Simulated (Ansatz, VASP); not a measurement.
One calculation of CaO, two programs

The input INCAR:

```
SYSTEM = CaO
ALGO = Normal
EDIFF = 1E-7
EDIFFG = -0.005
ENCUT = 600
GGA = PE
IBRION = 2
ISIF = 3
ISMEAR = 0
LASPH = .True.
LCHARG = .False.
LREAL = .False.
LWAVE = .False.
NELM = 60
NSW = 100
PREC = Accurate
SIGMA = 0.02
```

The input KPOINTS:

```
k-points
0
Gamma
  9 9 6
  0 0 0
```

The input POSCAR:

```
CaO
1.0
    3.9919758245      0.0000000000      0.0000000000
   -1.9959879122      3.4571524753      0.0000000000
    0.0000000000      0.0000000000      4.7848400100
Ca O
2 2
Direct
    0.3333333300      0.6666666700      0.7500000000
    0.6666666700      0.3333333300      0.2500000000
    0.3333333300      0.6666666700      0.2500000000
    0.6666666700      0.3333333300      0.7500000000
```

Input for Ansatz:

```yaml
crystal:
  lattice:
    - [3.9919758245, 0.0, 0.0]
    - [-1.9959879122, 3.4571524753, 0.0]
    - [0.0, 0.0, 4.78484001]
  atoms:
    - { symbol: Ca, position: [0.33333333, 0.66666667, 0.75] }
    - { symbol: Ca, position: [0.66666667, 0.33333333, 0.25] }
    - { symbol: O, position: [0.33333333, 0.66666667, 0.25] }
    - { symbol: O, position: [0.66666667, 0.33333333, 0.75] }
basis:
  ecutwfc: 520.0
kpoints:
  mp_grid: { grid: [9, 9, 6] }
hamiltonian:
  xc: pbe
scf:
  occupations: { method: gaussian, width: 0.02 }
output:
  forces: true
  stress: true
  eigenvalues: true
  write_density: true
  write_potential: true
  elf: true
  volumetric_format: npy
relax:
  adjacent_minimum: "off"
  f_tol: 0.005
  max_steps: 80
  cell: { stress_tol: 0.05 }
```

The cell comes from a database or a generator and needn't be the stable form of this composition.

Alike in both runs: task relaxation of cell and atoms; functional PBE; k mesh 9 × 9 × 6; occupations gaussian, width 0.02 eV; no spin polarisation.

```csv
,VASP,Ansatz
version,VASP 6.6.1,Ansatz 0.2.0
potentials or method,"VASP PAW PBE potentials, release 64 (Ca_sv, O)","scalar-relativistic, plane waves, PAW"
plane-wave cutoff (eV),600,520
valence electrons in the cell,32,32
```

```tsv
	VASP	Ansatz	Ansatz less VASP
gap on the k mesh at the Fermi level, each at its own relaxed structure (eV)	3.11	3.14	+0.029
relaxed volume (Å³/atom)	16.77	16.69	-0.075
relaxed cell length with the largest relative difference (Å)	4.011	4.005	-0.0063
energy change over the relaxation (meV/atom)	-1	-1	+0.5
```

Caveats: an odd mesh through Γ misses points on the zone boundary, where band edges often lie.
